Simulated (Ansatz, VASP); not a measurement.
## Pt: VASP beside Ansatz

The input INCAR:

```
ALGO     = Normal         # electronic algorithm
EDIFF    = 1E-6           # SCF threshold, eV
ENCUT    = 520            # plane-wave cutoff, eV
GGA      = RP             # functional
ISIF     = 2              # what is computed and relaxed
ISMEAR   = -1             # smearing method
LASPH    = True           # aspherical terms in the spheres
LCHARG   = True           # write CHGCAR
LELF     = True           # ELF
LREAL    = False          # projectors in reciprocal space
LVHAR    = True         
LWAVE    = False          # write WAVECAR
NBANDS   = 17             # bands
NELM     = 80             # most SCF steps
PREC     = Accurate       # precision mode
SIGMA    = 0.1            # smearing width, eV
```

The input KPOINTS:

```
k-points
0
Gamma
  11 11 11
```

The input POSCAR:

```
Pt
1.0
    0.0000000000      2.8347750763      2.8347750763
    2.8347750763      0.0000000000      2.8347750763
    2.8347750763      2.8347750763      0.0000000000
Pt
2
Direct
    0.1250000000      0.1250000000      0.1250000000
    0.8750000000      0.8750000000      0.8750000000
```

Input for Ansatz:

```yaml
crystal:
  lattice:
    - [0.0, 2.8347750763, 2.8347750763]
    - [2.8347750763, 0.0, 2.8347750763]
    - [2.8347750763, 2.8347750763, 0.0]
  atoms:
    - { symbol: Pt, position: [0.125, 0.125, 0.125] }
    - { symbol: Pt, position: [0.875, 0.875, 0.875] }
hamiltonian:
  xc: rpbe
  pseudopotentials:
    kind: paw
    azcp:
      Pt: "pseudopotentials/Pt.paw.azcp"
basis:
  ecutwfc: 420
  fft_grid_basis: typed
kpoints:
  mp_grid: { grid: [11, 11, 11], shift: [0, 0, 0] }
magnetization:
  spin_polarized: false
scf:
  occupations: { method: fermi_dirac, width: 0.1 }
  lower_state_search: "off"
output:
  stress: true
```

Alike in both runs: task single point; functional RPBE; k mesh 11 × 11 × 11; occupations fermi-dirac, width 0.1 eV; no spin polarisation.

```csv
,VASP,Ansatz
version,VASP 6.6.1,Ansatz 0.2.0
potentials or method,"VASP PAW PBE potentials, release 64 (Pt)","plane waves (420 eV) with PAW, scalar-relativistic"
plane-wave cutoff (eV),520,420
valence electrons in the cell,20,36
```

VASP gave:

```
pressure (GPa) : 10.1
```

Which values does Ansatz return?

Pressure (GPa): 10.6.

The two sets of potentials don't hold the same shells in valence.

Caveats: the PAW data sets were made with another functional, which shifts forces and pressure a little (VASP). Spin-orbit coupling is left out, which matters for the levels of Pt.
